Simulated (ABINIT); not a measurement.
The system is Se.

```xyz
3
Lattice="4.3662 0.0000 0.0000 -2.1831 3.7812 0.0000 0.0000 0.0000 4.9536" Properties=species:S:1:pos:R:3 pbc="T T T"
Se    1.6910    2.9289    0.0000
Se   -0.4921    0.8523    3.3024
Se    0.9841    0.0000    1.6512
```

```yaml
Program: ABINIT 10.8.3 (patched build)
Task: relaxation of cell and atoms
Functional: LDA
Potentials_or_basis: JTH PAW LDA v2.0
Cutoff: 408 eV
k_mesh: 5 × 5 × 4
Occupations: fermi-dirac, width 0.05 eV
Spin: no spin polarisation
```

At the start: pressure -1.2 GPa; volume 27.26 Å³/atom.

Question: Where does the relaxation end?

Answer: Over 15 steps the energy falls by 53.5 meV/atom and the volume is 22.96 Å³/atom (-15.8 %); space group P3_121 (No. 152, to 0.05 Å).

Step by step:
| step | energy change (eV) | largest force (eV/Å) | pressure (GPa) | volume (Å³) |
| --- | --- | --- | --- | --- |
| 1 | 0.0000 | 0.2442 | -1.24 | 81.78 |
| 2 | -0.0049 | 0.2422 | -1.21 | 81.47 |
| 3 | 0.0965 | 0.3775 | 11.40 | 59.94 |
| 4 | -0.1021 | 0.1571 | -0.40 | 74.66 |
| 5 | -0.1283 | 0.1434 | 0.46 | 71.67 |
| 6 | -0.1390 | 0.1012 | 1.73 | 68.35 |
| 7 | -0.1435 | 0.0624 | 1.23 | 68.80 |
| 8 | -0.1530 | 0.0890 | -0.10 | 69.30 |
| 9 | -0.1544 | 0.1161 | -0.28 | 69.16 |
| 10 | -0.1561 | 0.1276 | -0.38 | 68.94 |
| 11 | -0.1581 | 0.1113 | -0.38 | 68.78 |
| 12 | -0.1599 | 0.0598 | -0.24 | 68.76 |
| 13 | -0.1605 | 0.0108 | -0.06 | 68.85 |
| 14 | -0.1606 | 0.0003 | 0.00 | 68.88 |
| 15 | -0.1606 | 0.0000 | 0.00 | 68.89 |

Final structure:
```cif
data_structure
_symmetry_space_group_name_H-M 'P 1'
_symmetry_Int_Tables_number 1
_cell_length_a 3.9405
_cell_length_b 3.9405
_cell_length_c 5.1228
_cell_angle_alpha 90.000
_cell_angle_beta 90.000
_cell_angle_gamma 120.000
_cell_volume 68.89
loop_
_atom_site_label
_atom_site_type_symbol
_atom_site_fract_x
_atom_site_fract_y
_atom_site_fract_z
_atom_site_occupancy
Se1 Se 0.74378 0.74378 0.00000 1
Se2 Se 0.00000 0.25622 0.66667 1
Se3 Se 0.25622 0.00000 0.33333 1
```

Caveat: the volume moved by over 15 % at a fixed basis, so the end points are rough; the volume moved by -16 % from the deposited cell, more than functionals usually miss.
